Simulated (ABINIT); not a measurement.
# GaN (F-43m) in ABINIT: settings compared

Aim: see how the results for GaN move with the level of theory and the settings. Levels: HLE16, LDA-VWN. Tasks: band structure.

Everything below comes from runs of ABINIT 10.8.3 (patched build). Logs are shortened: lines on timing, memory, paths and dates and some standing lists are left out, and cuts for length are marked. The log counts tension as positive stress, the text compression.

**What was measured.**

A printed reference work, textbook reports, for a bulk crystal of GaN at 0 K: band gap 3.299 eV (direct).

The runs below are set against these values where they give the same quantity.

**1. Starting point**

Symmetry: F-43m, No. 216, cubic system. Conventional cell: a = 4.507 Å, b = 4.507 Å, c = 4.507 Å, α = 90.00°, β = 90.00°, γ = 90.00°. Ga (site symmetry -43m) has 4 N at 1.95 Å as nearest neighbours. N (site symmetry -43m) is surrounded by 4 Ga at 1.95 Å.

The cell is a database's computed one.

**2. Band structure, HLE16**

run.abi reads:

```
# Datasets: ground state, then fixed potential
ndtset 2

# Pseudopotentials
pp_dirpath "./"
pseudos "Ga.GGA_PBE-JTH.xml, N.GGA_PBE-JTH.xml"

# Structure
acell 3.1869311219 3.1869311219 3.1869311219 Angstrom
rprim
     0.0000000000     0.7071067812     0.7071067812
     0.7071067812     0.0000000000     0.7071067812
     0.7071067812     0.7071067812     0.0000000000
ntypat 2
znucl 31 7
natom 2
typat 1 2
xred
     0.0000000000     0.0000000000     0.0000000000
     0.2500000000     0.2500000000     0.2500000000

# Plane-wave basis
ecut 680.284656 eV
pawecutdg 47.0

# Exchange and correlation
ixc -545

# Bands and occupations
occopt 3
tsmear 0.05 eV

# SCF cycle
nstep 100

# Output
iomode 3
prtwf 0
prteig 0
prtebands 0
enunit 2
prtden1 1

# Dataset 1
kptopt1 1
ngkpt1 10 10 10
nshiftk1 1
shiftk1 0.0 0.0 0.0
nband1 13
tolvrs1 1.0e-9

# Dataset 2: bands along G-X-W-K-G-L-U-W-L-K
iscf2 -2
getden2 1
nband2 17
nbdbuf2 2
tolwfr2 1.0e-12
kptopt2 -9
ndivsm2 6
prteig2 1
prtvol2 -3
kptbounds2
     0.0000000000     0.0000000000     0.0000000000
     0.5000000000     0.0000000000     0.5000000000
     0.5000000000     0.2500000000     0.7500000000
     0.3750000000     0.3750000000     0.7500000000
     0.0000000000     0.0000000000     0.0000000000
     0.5000000000     0.5000000000     0.5000000000
     0.6250000000     0.2500000000     0.6250000000
     0.5000000000     0.2500000000     0.7500000000
     0.5000000000     0.5000000000     0.5000000000
     0.3750000000     0.3750000000     0.7500000000
```

Potentials or basis: JTH PAW PBE v2.0.

Run with:

```
$ abinit run.abi > log 2>&1
```

run.abo:

```text
.Version 10.8.3 of ABINIT
 DATASET    1 : space group F-4 3 m (#216); Bravais cF (face-center cubic)
================================================================================
 Values of the parameters that define the memory need for DATASET  1.
     intxc =       0    ionmov =       0      iscf =       7    lmnmax =      18
     lnmax =       6     mgfft =      30  mpssoang =       3    mqgrid =    3001
     natom =       2  nloc_mem =       2    nspden =       1   nspinor =       1
    nsppol =       1      nsym =      24    n1xccc =       1    ntypat =       2
    occopt =       3   xclevel =       2
       mpw =         938          nfft =       27000          nkpt =          47
 PAW method is used; the additional fine FFT grid is defined by:
   mgfftf=        40    nfftf =     64000
================================================================================
================================================================================

 DATASET    2 : space group F-4 3 m (#216); Bravais cF (face-center cubic)
================================================================================
 Values of the parameters that define the memory need for DATASET  2.
     intxc =       0    ionmov =       0      iscf =      -2    lmnmax =      18
     lnmax =       6     mgfft =      30  mpssoang =       3    mqgrid =    3001
     natom =       2  nloc_mem =       2    nspden =       1   nspinor =       1
    nsppol =       1      nsym =      24    n1xccc =       1    ntypat =       2
    occopt =       3   xclevel =       2
       mpw =         941          nfft =       27000          nkpt =         103
 PAW method is used; the additional fine FFT grid is defined by:
   mgfftf=        40    nfftf =     64000
================================================================================
================================================================================

--------------------------------------------------------------------------------
------------- Echo of variables that govern the present computation ------------
--------------------------------------------------------------------------------
 -outvars: echo values of preprocessed input variables --------
            acell      6.0224270025E+00  6.0224270025E+00  6.0224270025E+00 Bohr
              amu      6.97230000E+01  1.40067400E+01
             ecut      2.50000000E+01 Hartree
           enunit           2
           getden1          0
           getden2          1
             iscf1          7
             iscf2         -2
              ixc        -545
[... 1085 lines left out ...]
   0.85058
 kpt#   3, nband= 17, wtk=  1.00000, kpt=  0.0588  0.0000  0.0588 (reduced coord)
  -0.54693   -0.54611   -0.54611   -0.54115   -0.54103   -0.47215    0.08522    0.09682
   0.09682    0.20617    0.50246    0.51756    0.51756    0.77048    0.82370    0.85536
   0.85676
 kpt#   4, nband= 17, wtk=  1.00000, kpt=  0.0882  0.0000  0.0882 (reduced coord)
  -0.54767   -0.54590   -0.54590   -0.54124   -0.54096   -0.46858    0.07090    0.09270
   0.09270    0.22124    0.49020    0.52247    0.52247    0.73165    0.84267    0.85875
   0.86736
 kpt#   5, nband= 17, wtk=  1.00000, kpt=  0.1176  0.0000  0.1176 (reduced coord)
[... 380 lines left out ...]
  -0.55636   -0.54406   -0.54271   -0.54140   -0.54029   -0.37446   -0.10123   -0.01600
   0.04589    0.35062    0.40608    0.52244    0.57645    0.68785    0.85170    0.94838
   1.00089
 kpt# 101, nband= 17, wtk=  1.00000, kpt=  0.4000  0.4000  0.7000 (reduced coord)
  -0.55663   -0.54390   -0.54230   -0.54158   -0.54031   -0.37118   -0.09629   -0.02688
   0.04116    0.34224    0.40947    0.53042    0.58762    0.66790    0.85972    0.96608
   1.02161
 kpt# 102, nband= 17, wtk=  1.00000, kpt=  0.3875  0.3875  0.7250 (reduced coord)
  -0.55689   -0.54379   -0.54197   -0.54169   -0.54029   -0.36864   -0.09364   -0.03245
   0.03695    0.33315    0.41078    0.54006    0.59708    0.65163    0.87216    0.97077
   1.04376
 kpt# 103, nband= 17, wtk=  1.00000, kpt=  0.3750  0.3750  0.7500 (reduced coord)
  -0.55711   -0.54373   -0.54176   -0.54173   -0.54021   -0.36726   -0.09374   -0.03177
   0.03347    0.32483    0.40948    0.54864    0.60441    0.64055    0.88894    0.96974
   1.05384
 Eigenvalues (   eV  ) for nkpt= 103  k points:
 kpt#   1, nband= 17, wtk=  1.00000, kpt=  0.0000  0.0000  0.0000 (reduced coord)
 -14.86511  -14.86511  -14.86511  -14.72349  -14.72349  -12.92759    2.72862    2.72862
   2.72862    5.18013   13.97333   13.97333   13.97333   21.94555   23.08149   23.08152
  23.16789
 kpt#   2, nband= 17, wtk=  1.00000, kpt=  0.0294  0.0000  0.0294 (reduced coord)
 -14.86968  -14.86394  -14.86394  -14.72390  -14.72314  -12.90749    2.61337    2.70474
   2.70474    5.30094   13.89486   14.00120   14.00120   21.98229   22.14833   23.13969
  23.14555
 kpt#   3, nband= 17, wtk=  1.00000, kpt=  0.0588  0.0000  0.0588 (reduced coord)
 -14.88280  -14.86047  -14.86047  -14.72536  -14.72210  -12.84794    2.31884    2.63455
   2.63455    5.61020   13.67266   14.08359   14.08359   20.96589   22.41396   23.27551
  23.31371
 kpt#   4, nband= 17, wtk=  1.00000, kpt=  0.0882  0.0000  0.0882 (reduced coord)
 -14.90297  -14.85480  -14.85480  -14.72795  -14.72037  -12.75065    1.92928    2.52243
   2.52243    6.02019   13.33895   14.21721   14.21721   19.90910   22.93022   23.36771
  23.60194
 kpt#   5, nband= 17, wtk=  1.00000, kpt=  0.1176  0.0000  0.1176 (reduced coord)
[... 381 lines left out ...]
   1.24872    9.54084   11.04987   14.21630   15.68590   18.71723   23.17600   25.80665
  27.23568
 kpt# 101, nband= 17, wtk=  1.00000, kpt=  0.4000  0.4000  0.7000 (reduced coord)
 -15.14665  -14.80022  -14.75686  -14.73716  -14.70259  -10.10041   -2.62011   -0.73157
   1.11993    9.31275   11.14231   14.43360   15.98988   18.17462   23.39416   26.28850
  27.79952
 kpt# 102, nband= 17, wtk=  1.00000, kpt=  0.3875  0.3875  0.7250 (reduced coord)
 -15.15379  -14.79717  -14.74788  -14.74012  -14.70201  -10.03124   -2.54812   -0.88303
   1.00546    9.06561   11.17801   14.69567   16.24744   17.73173   23.73276   26.41601
  28.40213
 kpt# 103, nband= 17, wtk=  1.00000, kpt=  0.3750  0.3750  0.7500 (reduced coord)
 -15.15982  -14.79559  -14.74194  -14.74126  -14.69988   -9.99376   -2.55085   -0.86440
   0.91087    8.83917   11.14241   14.92935   16.44677   17.43021   24.18941   26.38802
  28.67651

== END DATASET(S) ==============================================================
================================================================================

 -outvars: echo values of variables after computation  --------
            acell      6.0224270025E+00  6.0224270025E+00  6.0224270025E+00 Bohr
           etotal1    -9.4004396098E+01
            fcart1     2.0121152483E-29  6.2818903772E-30  2.0121152483E-29
                      -2.0121152483E-29 -6.2818903772E-30 -2.0121152483E-29
            rprim      0.0000000000E+00  7.0710678120E-01  7.0710678120E-01
                       7.0710678120E-01  0.0000000000E+00  7.0710678120E-01
                       7.0710678120E-01  7.0710678120E-01  0.0000000000E+00
           strten1     9.0869964652E-04  9.0869964652E-04  9.0869964652E-04
                       0.0000000000E+00  0.0000000000E+00  0.0000000000E+00
           xangst      0.0000000000E+00  0.0000000000E+00  0.0000000000E+00
                       1.1267503038E+00  1.1267503038E+00  1.1267503038E+00
             xred      0.0000000000E+00  0.0000000000E+00  0.0000000000E+00
                       2.5000000000E-01  2.5000000000E-01  2.5000000000E-01
 Calculation completed.
```

Run time: 69 s. Hardware: 1 thread of Arm Neoverse V1, shared host; peak memory 0.12 GiB.

Results:

* Free energy: -2557.9899 eV
* Band gap on the k mesh: 2.45 eV, direct
* Valence electrons inside the program's atomic spheres: Ga 11.22; N 2.71

Levels at the corners of the path, in eV from the valence-band top:
| point | band 5 | band 6 | band 7 | band 8 | band 9 | band 10 | band 11 | band 12 | band 13 | band 14 |
| --- | --- | --- | --- | --- | --- | --- | --- | --- | --- | --- |
| Γ | -17.45 | -15.66 | 0.00 | 0.00 | 0.00 | 2.45 | 11.24 | 11.24 | 11.24 | 19.22 |
| X | -17.41 | -12.74 | -5.58 | -2.27 | -2.27 | 4.56 | 7.45 | 12.96 | 14.81 | 14.81 |
| W | -17.44 | -12.63 | -5.12 | -3.19 | -2.96 | 7.21 | 8.77 | 11.22 | 12.56 | 16.06 |
| K | -17.43 | -12.72 | -5.28 | -3.59 | -1.82 | 6.11 | 8.41 | 12.20 | 13.72 | 14.70 |
| Γ | -17.45 | -15.66 | 0.00 | 0.00 | 0.00 | 2.45 | 11.24 | 11.24 | 11.24 | 19.22 |
| L | -17.42 | -13.38 | -6.23 | -0.80 | -0.80 | 5.45 | 9.70 | 11.33 | 11.33 | 17.33 |
| U | -17.43 | -12.72 | -5.28 | -3.59 | -1.82 | 6.11 | 8.41 | 12.20 | 13.72 | 14.70 |
| W | -17.44 | -12.63 | -5.12 | -3.19 | -2.96 | 7.21 | 8.77 | 11.22 | 12.56 | 16.06 |
| L | -17.42 | -13.38 | -6.23 | -0.80 | -0.80 | 5.45 | 9.70 | 11.33 | 11.33 | 17.33 |
| K | -17.43 | -12.72 | -5.28 | -3.59 | -1.82 | 6.11 | 8.41 | 12.20 | 13.72 | 14.70 |

Caveat: the cutoff is too short for stress, so the log's stress isn't used; the potentials were made for a functional far from this one; the potentials were made for another functional, which shifts forces and pressure.

**3. Band structure, LDA-VWN**

run.abi, as its differences from that of step 2:

```diff
@@ -5,10 +5,10 @@
 pp_dirpath "./"
-pseudos "Ga.GGA_PBE-JTH.xml, N.GGA_PBE-JTH.xml"
+pseudos "Ga.upf, N.upf"
 
 # Structure
-acell 3.1869311219 3.1869311219 3.1869311219 Angstrom
+acell 3*1.0 Angstrom
 rprim
-     0.0000000000     0.7071067812     0.7071067812
-     0.7071067812     0.0000000000     0.7071067812
-     0.7071067812     0.7071067812     0.0000000000
+     0.0000000000     2.2535006075     2.2535006075
+     2.2535006075     0.0000000000     2.2535006075
+     2.2535006075     2.2535006075     0.0000000000
 ntypat 2
@@ -22,7 +22,6 @@
 # Plane-wave basis
-ecut 680.284656 eV
-pawecutdg 47.0
+ecut 1142.878222 eV
 
 # Exchange and correlation
-ixc -545
+ixc -1007
 
@@ -49,3 +48,3 @@
 nband1 13
-tolvrs1 1.0e-9
+tolvrs1 1.0e-10
```

Potentials or basis: PseudoDojo NC SR LDA v0.4.1 standard.

Run with:

```
$ abinit run.abi > log 2>&1
```

Run time: 1.7 min. Hardware: 1 thread of Arm Neoverse V1, shared host; peak memory 0.12 GiB.

The run converged. Its results:

```yaml
Free_energy: -2361.4950 eV
Pressure: -6.9 GPa
Band_gap_on_the_k_mesh: 1.77 eV, direct
Band_gap_along_the_path: 1.77 eV, direct
Valence_electrons_inside_the_program's_atomic_spheres: Ga 10.90; N 5.19
```

Levels at the corners of the path, in eV from the valence-band top:
```
point  band 5  band 6  band 7  band 8  band 9  band 10  band 11  band 12  band 13  band 14
    Γ  -13.33  -13.33    0.00    0.00    0.00     1.77    10.16    10.16    10.16    17.30
    X  -13.26  -11.40   -6.21   -2.72   -2.72     3.29     6.50    11.52    13.75    13.75
    W  -13.32  -11.12   -5.77   -3.73   -3.68     6.14     8.23    10.18    10.94    15.05
    K  -13.29  -11.25   -5.94   -4.30   -2.19     4.92     7.72    10.90    12.68    13.45
    Γ  -13.33  -13.33    0.00    0.00    0.00     1.77    10.16    10.16    10.16    17.30
    L  -13.29  -11.90   -7.11   -0.98   -0.98     4.56     8.61    10.24    10.24    15.42
    U  -13.29  -11.25   -5.94   -4.30   -2.19     4.92     7.72    10.90    12.68    13.45
    W  -13.32  -11.12   -5.77   -3.73   -3.68     6.14     8.23    10.18    10.94    15.05
    L  -13.29  -11.90   -7.11   -0.98   -0.98     4.56     8.61    10.24    10.24    15.42
    K  -13.29  -11.25   -5.94   -4.30   -2.19     4.92     7.72    10.90    12.68    13.45
```

**4. Against experiment**

Step 3. Measured gap of GaN: 3.299 eV (direct; 0 K; a printed reference work, textbook). This calculation gives 1.77 eV (-1.53 eV). Spin-orbit coupling on Ga is left out. The value is that of LDA-VWN, without temperature or zero-point motion. Semilocal functionals fall short of measured gaps as a rule. The cell is a database's relaxed one, not the measured one, which moves gaps too.
